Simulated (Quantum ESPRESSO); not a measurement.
Set up this calculation in Quantum ESPRESSO 7.5, as an ASE script.

```yaml
Task: single point
Functional: PBE
Potentials_or_basis: SSSP 1.3 efficiency PBE
Cutoff: 748 eV
Density_cutoff: 5987 eV
k_mesh: 6 × 6 × 3
Occupations: fermi-dirac, width 0.05 eV
Spin: no spin polarisation
Mixing_beta: 0.5
Most_SCF_iterations: 120
SCF_threshold: 2.4e-09 Ry
```

The structure of SiO2 lies in POSCAR:

```
SiO2
1.0
    5.0690738885      0.0000000000      0.0000000000
   -2.5345369442      4.3899467611      0.0000000000
    0.0000000000      0.0000000000      8.5584885400
Si O
4 8
Direct
    0.3333333333      0.6666666667      0.4371258000
    0.3333333333      0.6666666667      0.0628742000
    0.6666666667      0.3333333333      0.5628742000
    0.6666666667      0.3333333333      0.9371258000
    0.4212587450      0.0000000000      0.0000000000
    0.3333333333      0.6666666667      0.2500000000
    0.6666666667      0.3333333333      0.7500000000
    0.0000000000      0.5787412550      0.5000000000
    0.5787412550      0.5787412550      0.0000000000
    0.5787412550      0.0000000000      0.5000000000
    0.4212587450      0.4212587450      0.5000000000
    0.0000000000      0.4212587450      0.0000000000
```

The cell comes from a database or a generator and needn't be the stable form of this composition.

The input as run:

run.py

```python
import numpy as np
from ase.calculators.espresso import Espresso, EspressoProfile
from ase.io import read

atoms = read('POSCAR')

input_data = {
    'control': {'calculation': 'scf', 'prefix': 'pwscf', 'outdir': './tmp', 'tprnfor': True, 'tstress': True, 'disk_io': 'nowf'},
    'system': {'ecutwfc': 55.0, 'ecutrho': 440.0, 'nbnd': 43, 'occupations': 'smearing', 'smearing': 'fd', 'degauss': 0.00367493},
    'electrons': {'conv_thr': 2.4e-09, 'electron_maxstep': 120, 'mixing_beta': 0.5},
}
pseudopotentials = {'Si': 'Si.pbe-n-rrkjus_psl.1.0.0.UPF', 'O': 'O.pbe-n-kjpaw_psl.0.1.UPF'}
profile = EspressoProfile(command='pw.x', pseudo_dir='pseudo')
dft = Espresso(profile=profile, input_data=input_data, pseudopotentials=pseudopotentials, kpts=(6, 6, 3), koffset=(0, 0, 0))
atoms.calc = dft

print(f'energy {atoms.get_potential_energy():.8f} eV')
print('forces (eV/A)')
print(np.round(atoms.get_forces(), 6))
print('stress (eV/A^3, Voigt)')
print(np.round(atoms.get_stress(), 8))
print(f'Fermi level {dft.get_fermi_level():.4f} eV')
```

Potentials or basis: SSSP 1.3 efficiency PBE.

Launch:

```sh
$ OMP_NUM_THREADS=1 python run.py
```

Results of the run:

```
Pressure               : 4.4 GPa
Largest force          : 0.276 eV/Å
Band gap on the k mesh : 5.61 eV, indirect (least direct gap 5.62 eV)
```

Caveat: an odd mesh through Γ misses points on the zone boundary, where band edges often lie.

It took 2.4 min on 1 thread of Intel(R) Xeon(R) Platinum 8488C (Sapphire Rapids), with other jobs on the host, peak memory 0.79 GiB.
